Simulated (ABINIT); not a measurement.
# Ti (Im-3m) in ABINIT: notebook

One crystal, Ti, is run at these levels: PBEsol; tasks: relaxation of cell and atoms, single point.

Program: ABINIT 10.8.3 (patched build). These are calculated values, not measurements. Logs are shortened: lines on timing, memory, paths and dates and some standing lists are left out, and cuts for length are marked. The log counts tension as positive stress, the text compression.

### Step 1. Starting point

It takes space group Im-3m (No. 229, cubic). The conventional cell has a = 3.282 Å, b = 3.282 Å, c = 3.282 Å, α = 90.00°, β = 90.00°, γ = 90.00°. Around Ti (site symmetry m-3m) lie 8 Ti at 2.84 Å.

This isn't the form of Ti at room conditions, which is hcp.

### Step 2. Relaxation of cell and atoms, PBEsol

Input file run.abi:

```
pp_dirpath "./"
pseudos "Ti.upf"

acell 2.8422953752 2.8422953752 2.8422953752 Angstrom
rprim
    -0.5773502692     0.5773502692     0.5773502692
     0.5773502692    -0.5773502692     0.5773502692
     0.5773502692     0.5773502692    -0.5773502692
ntypat 1
znucl 22
natom 1
typat 1
chkprim 0
chksymtnons 0
tolsym 1.0e-6
xred
            0.0            0.0            0.0

ecut 42.0
ecutsm 0.5

kptopt 1
ngkpt 8 8 8
nshiftk 1
shiftk 0.0 0.0 0.0

ixc -116133

nband 10
occopt 3
tsmear 0.05 eV

nstep 80
tolvrs 1.0e-12

iomode 3
prteig 0
prtebands 0
prtwf 0
prtden 0

ionmov 2
optcell 2
ntime 50
tolmxf 2.0e-5
dilatmx 1.08
```

Potentials or basis: PseudoDojo NC SR PBEsol v0.4.1 standard.

Command:

```sh
> mpirun --bind-to none -np 4 abinit run.abi > log 2>&1
```

run.abo:

```text
.Version 10.8.3 of ABINIT
 Symmetries : space group Im -3 m (#229); Bravais cI (body-center cubic)
================================================================================
 Values of the parameters that define the memory need of the present run
     intxc =       0    ionmov =       2      iscf =       7    lmnmax =       6
     lnmax =       6     mgfft =      36  mpssoang =       3    mqgrid =    3001
     natom =       1  nloc_mem =       1    nspden =       1   nspinor =       1
    nsppol =       1      nsym =      48    n1xccc =    2501    ntypat =       1
    occopt =       3   xclevel =       2
       mpw =        1974          nfft =       46656          nkpt =          29
================================================================================
================================================================================

--------------------------------------------------------------------------------
------------- Echo of variables that govern the present computation ------------
--------------------------------------------------------------------------------
 -outvars: echo values of preprocessed input variables --------
            acell      5.3711598281E+00  5.3711598281E+00  5.3711598281E+00 Bohr
              amu      4.78800000E+01
          chkprim           0
      chksymtnons           0
          dilatmx      1.08000000E+00
             ecut      4.20000000E+01 Hartree
           ecutsm      5.00000000E-01 Hartree
           ionmov           2
              ixc     -116133
         kptrlatt        8    0    0      0    8    0      0    0    8
          kptrlen      4.29692786E+01
            natom           1
            nband          10
            ngfft          36      36      36
             nkpt          29
            nstep          80
             nsym          48
            ntime          50
           ntypat           1
           occopt           3
          optcell           2
           prtden           0
        prtebands           0
           prteig           0
            prtwf           0
            rprim     -5.7735026920E-01  5.7735026920E-01  5.7735026920E-01
                       5.7735026920E-01 -5.7735026920E-01  5.7735026920E-01
                       5.7735026920E-01  5.7735026920E-01 -5.7735026920E-01
          spgroup         229
           tolmxf      2.00000000E-05
           tolsym      1.00000000E-06
           tolvrs      1.00000000E-12
           tsmear      1.83746611E-03 Hartree
            typat      1
            znucl       22.00000

================================================================================

 chkinp: Checking input parameters for consistency.

================================================================================
== DATASET  1 ==================================================================

--- !DatasetInfo
iteration_state: {dtset: 1, }
dimensions: {natom: 1, nkpt: 29, mband: 10, nsppol: 1, nspinor: 1, nspden: 1, mpw: 1974, }
cutoff_energies: {ecut:  42.0, pawecutdg:  -1.0, }
electrons: {nelect:   1.20000000E+01, charge:   0.00000000E+00, occopt:   3.00000000E+00, tsmear:   1.83746611E-03, }
meta: {optdriver: 0, ionmov: 2, optcell: 2, iscf: 7, paral_kgb: 0, }
...

 Real(R)+Recip(G) space primitive vectors, cartesian coordinates (Bohr,Bohr^-1):
 R(1)= -3.1010406  3.1010406  3.1010406  G(1)=  0.0000000  0.1612362  0.1612362
 R(2)=  3.1010406 -3.1010406  3.1010406  G(2)=  0.1612362  0.0000000  0.1612362
 R(3)=  3.1010406  3.1010406 -3.1010406  G(3)=  0.1612362  0.1612362  0.0000000
 Unit cell volume ucvol=  1.1928404E+02 bohr^3
 Angles (23,13,12)=  1.09471221E+02  1.09471221E+02  1.09471221E+02 degrees

 getcut: wavevector=  0.0000  0.0000  0.0000  ngfft=  36  36  36
         ecut(hartree)=     48.989   => boxcut(ratio)=   2.12726

--- Pseudopotential description ------------------------------------------------
- pspini: atom type   1  psp file is ./Ti.upf
  22.00000  12.00000  180301                  znucl, zion, pspdat
12 -116133 2 -1 1586                          pspcod,pspxc,lmax,lloc,mmax
     nproj     2     2     2

   1.77230422E+02                                ecore*ucvol(ha*bohr**3)
--------------------------------------------------------------------------------

================================================================================

=== [ionmov= 2] Broyden-Fletcher-Goldfarb-Shanno method (forces)
================================================================================

--- Iteration: ( 1/50) Internal Cycle: (1/1)
--------------------------------------------------------------------------------

---SELF-CONSISTENT-FIELD CONVERGENCE--------------------------------------------

--- !BeginCycle
iteration_state: {dtset: 1, itime: 1, icycle: 1, }
solver: {iscf: 7, nstep: 80, nline: 4, wfoptalg: 0, }
tolerances: {tolvrs: 1.00E-12, }
...

     iter   Etot(hartree)      deltaE(h)  residm     vres2
 ETOT  1  -59.251865819818    -5.925E+01 2.994E-01 7.616E+01
 ETOT  2  -59.283779078303    -3.191E-02 9.796E-02 7.204E+01
 ETOT  3  -59.296441232773    -1.266E-02 4.908E-03 1.875E-01
 ETOT  4  -59.296478035774    -3.680E-05 1.238E-03 1.365E-02
 ETOT  5  -59.296480318158    -2.282E-06 4.729E-04 7.444E-06
 ETOT  6  -59.296480323119    -4.961E-09 2.336E-04 1.221E-08
 ETOT  7  -59.296480323170    -5.119E-11 8.248E-05 2.682E-09
 ETOT  8  -59.296480323170     3.553E-13 4.557E-05 9.098E-11
 ETOT  9  -59.296480323171    -6.821E-13 1.676E-05 2.704E-13

 At SCF step    9       vres2   =  2.70E-13 < tolvrs=  1.00E-12 =>converged.

 Cartesian components of stress tensor (hartree/bohr^3)
  sigma(1 1)=  2.31345482E-04  sigma(3 2)=  0.00000000E+00
  sigma(2 2)=  2.31345482E-04  sigma(3 1)=  0.00000000E+00
  sigma(3 3)=  2.31345482E-04  sigma(2 1)=  0.00000000E+00
[... 389 lines left out ...]
 Cartesian coordinates (xcart) [bohr]
  0.00000000000000E+00  0.00000000000000E+00  0.00000000000000E+00
 Reduced coordinates (xred)
  0.00000000000000E+00  0.00000000000000E+00  0.00000000000000E+00
 Cartesian forces (fcart) [Ha/bohr]; max,rms= 0.00000E+00 0.00000E+00 (free atoms)
 -0.00000000000000E+00 -0.00000000000000E+00 -0.00000000000000E+00
 Gradient of E wrt nuclear positions in reduced coordinates (gred)
  0.00000000000000E+00  0.00000000000000E+00 -0.00000000000000E+00
 Scale of Primitive Cell (acell) [bohr]
  5.25517318156319E+00  5.25517318156319E+00  5.25517318156319E+00
 Real space primitive translations (rprimd) [bohr]
 -3.03407565101361E+00  3.03407565101361E+00  3.03407565101361E+00
  3.03407565101361E+00 -3.03407565101361E+00  3.03407565101361E+00
  3.03407565101361E+00  3.03407565101361E+00 -3.03407565101361E+00
 Unitary Cell Volume (ucvol) [Bohr^3]=  1.11722129976949E+02
 Angles (23,13,12)= [degrees]
  1.09471220634491E+02  1.09471220634491E+02  1.09471220634491E+02
 Lengths [Bohr]
  5.25517318156319E+00  5.25517318156319E+00  5.25517318156319E+00
 Stress tensor in cartesian coordinates (strten) [Ha/bohr^3]
  1.45800271335317E-09  0.00000000000000E+00  0.00000000000000E+00
  0.00000000000000E+00  1.45800271508789E-09  0.00000000000000E+00
  0.00000000000000E+00  0.00000000000000E+00  1.45800270988372E-09
 Total energy (etotal) [Ha]= -5.92973991887923E+01

 Difference of energy with previous step (new-old):
           Absolute (Ha)=-2.74078E-09
           Relative     =-4.62209E-11

 At Broyd/MD step   5, gradients are converged :
  max grad (force/stress) = 1.4580E-07 < tolmxf= 2.0000E-05 ha/bohr (free atoms)

================================================================================

 ----iterations are completed or convergence reached----

 Mean square residual over all n,k,spin=   88.279E-16; max=  44.824E-14
 reduced coordinates (array xred) for    1 atoms
       0.000000000000      0.000000000000      0.000000000000
 rms dE/dt=  0.0000E+00; max dE/dt=  0.0000E+00; dE/dt below (all hartree)
    1       0.000000000000      0.000000000000      0.000000000000

 cartesian coordinates (angstrom) at end:
    1      0.00000000000000     0.00000000000000     0.00000000000000

 cartesian forces (hartree/bohr) at end:
    1     -0.00000000000000    -0.00000000000000    -0.00000000000000
 frms,max,avg= 0.0000000E+00 0.0000000E+00   0.000E+00  0.000E+00  0.000E+00 h/b

 cartesian forces (eV/Angstrom) at end:
    1     -0.00000000000000    -0.00000000000000    -0.00000000000000
 frms,max,avg= 0.0000000E+00 0.0000000E+00   0.000E+00  0.000E+00  0.000E+00 e/A
 length scales=  5.255173181563  5.255173181563  5.255173181563 bohr
              =  2.780917885145  2.780917885145  2.780917885145 angstroms
 Fermi (or HOMO) energy (hartree) =   0.37404   Average Vxc (hartree)=  -0.43969
 Eigenvalues (hartree) for nkpt=  29  k points:
 kpt#   1, nband= 10, wtk=  0.00195, kpt=  0.0000  0.0000  0.0000 (reduced coord)
  -1.68995   -0.80461   -0.80461   -0.80461    0.15281    0.41239    0.41239    0.41239
   0.48177    0.48177
      occupation numbers for kpt#   1
   2.00000    2.00000    2.00000    2.00000    2.00000    0.00000    0.00000    0.00000
   0.00000    0.00000
 prteigrs : prtvol=0 or 1, do not print more k-points.

--- !EnergyTerms
iteration_state     : {dtset: 1, itime: 5, icycle: 1, }
comment             : Components of total free energy in Hartree
kinetic             :  2.35454606062131E+01
hartree             :  1.17702659351125E+01
xc                  : -8.65638297201106E+00
Ewald energy        : -4.31803353810691E+01
psp_core            :  1.58635018774380E+00
local_psp           : -4.47989498863094E+01
non_local_psp       :  4.36840007128983E-01
internal            : -5.92967515031912E+01
'-kT*entropy'       : -6.47685601148972E-04
total_energy        : -5.92973991887923E+01
total_energy_eV     : -1.61356443270835E+03
band_energy         : -6.98675734603600E+00
...

 Cartesian components of stress tensor (hartree/bohr^3)
  sigma(1 1)=  1.45800271E-09  sigma(3 2)=  0.00000000E+00
  sigma(2 2)=  1.45800272E-09  sigma(3 1)=  0.00000000E+00
  sigma(3 3)=  1.45800271E-09  sigma(2 1)=  0.00000000E+00

-Cartesian components of stress tensor (GPa)         [Pressure= -4.2896E-05 GPa]
- sigma(1 1)=  4.28959208E-05  sigma(3 2)=  0.00000000E+00
- sigma(2 2)=  4.28959209E-05  sigma(3 1)=  0.00000000E+00
- sigma(3 3)=  4.28959207E-05  sigma(2 1)=  0.00000000E+00

== END DATASET(S) ==============================================================
================================================================================

 -outvars: echo values of variables after computation  --------
            acell      5.2551731816E+00  5.2551731816E+00  5.2551731816E+00 Bohr
           etotal     -5.9297399189E+01
            fcart     -0.0000000000E+00 -0.0000000000E+00 -0.0000000000E+00
            rprim     -5.7735026919E-01  5.7735026919E-01  5.7735026919E-01
                       5.7735026919E-01 -5.7735026919E-01  5.7735026919E-01
                       5.7735026919E-01  5.7735026919E-01 -5.7735026919E-01
           strten      1.4580027134E-09  1.4580027151E-09  1.4580027099E-09
                       0.0000000000E+00  0.0000000000E+00  0.0000000000E+00
 Calculation completed.
```

Run time: 13 s. Hardware: 4 MPI ranks of Intel Xeon 6975P-C (Granite Rapids), shared host; peak memory 0.28 GiB.

Results:

* Free energy: -1613.5644 eV
* Relaxed volume: 16.56 Å³/atom
* Relaxed cell: a = 2.781 Å, b = 2.781 Å, c = 2.781 Å, α = 109.47°, β = 109.47°, γ = 109.47°
* Space group after relaxing (to 0.05 Å): Im-3m (No. 229)
* Energy gained by relaxing: 25.0 meV/atom
* Ionic steps: 5
* Pressure after relaxing: 0.0 GPa
* Band gap on the k mesh: none (metal or under the smearing width)

Step by step:
```
step  energy change (eV)  largest force (eV/Å)  pressure (GPa)  volume (Å³)
   1              0.0000                0.0000           -6.81        17.68
   2             -0.0133                0.0000           -4.81        17.31
   3             -0.0250                0.0000            0.34        16.51
   4             -0.0250                0.0000           -0.01        16.56
   5             -0.0250                0.0000            0.00        16.56
```

Final structure:
```
CELL_PARAMETERS angstrom
-1.60556 1.60556 1.60556
1.60556 -1.60556 1.60556
1.60556 1.60556 -1.60556
ATOMIC_POSITIONS crystal
Ti 0.00000 0.00000 0.00000
```

### Step 3. Single point, PBEsol (cell relaxed)

Input file run.abi:

```
# Pseudopotentials
pp_dirpath "./"
pseudos "Ti.upf"

# Structure
acell 3*1.0 Angstrom
rprim
    -1.6055636900     1.6055636900     1.6055636900
     1.6055636900    -1.6055636900     1.6055636900
     1.6055636900     1.6055636900    -1.6055636900
ntypat 1
znucl 22
natom 1
typat 1
xred
     0.0000000000     0.0000000000     0.0000000000
chkprim 0
chksymtnons 0
tolsym 1.0e-6

# Plane-wave basis
ecut 42.0

# k points
kptopt 1
ngkpt 8 8 8
nshiftk 1
shiftk 0.0 0.0 0.0

# Exchange and correlation
ixc -116133

# Bands and occupations
nband 10
occopt 3
tsmear 0.05 eV

# SCF cycle
nstep 100
tolvrs 1.0e-10

# Output
iomode 3
prtwf 0
prtden 0
prteig 0
prtebands 0
```

Potentials or basis: PseudoDojo NC SR PBEsol v0.4.1 standard.

Command:

```sh
> mpirun --bind-to none -np 4 abinit run.abi > log 2>&1
```

Wall time 2.6 s (4 MPI ranks of Intel Xeon 6975P-C (Granite Rapids), shared host); peak memory 0.28 GiB.

The run converged. Its results:

| Quantity | Value |
| --- | --- |
| Free energy | -1613.5644 eV |
| Pressure | 0.0 GPa |
| Band gap on the k mesh | none (metal or under the smearing width) |
| Valence electrons inside the program's atomic spheres | Ti 9.55 (radii [1.0584] Å) |

Levels at points of the mesh, in eV from the Fermi level:
```csv
k point,band 3,band 4,band 5,band 6,band 7,band 8,band 9,band 10
"(0.00, 0.00, 0.00)",-32.07,-32.07,-6.02,1.04,1.04,1.04,2.93,2.93
"(0.50, 0.00, 0.00)",-32.32,-32.08,-2.57,-0.44,1.30,2.93,3.30,4.59
"(0.50, 0.50, 0.50)",-32.62,-32.62,-2.27,-2.27,4.21,4.21,4.21,8.75
```
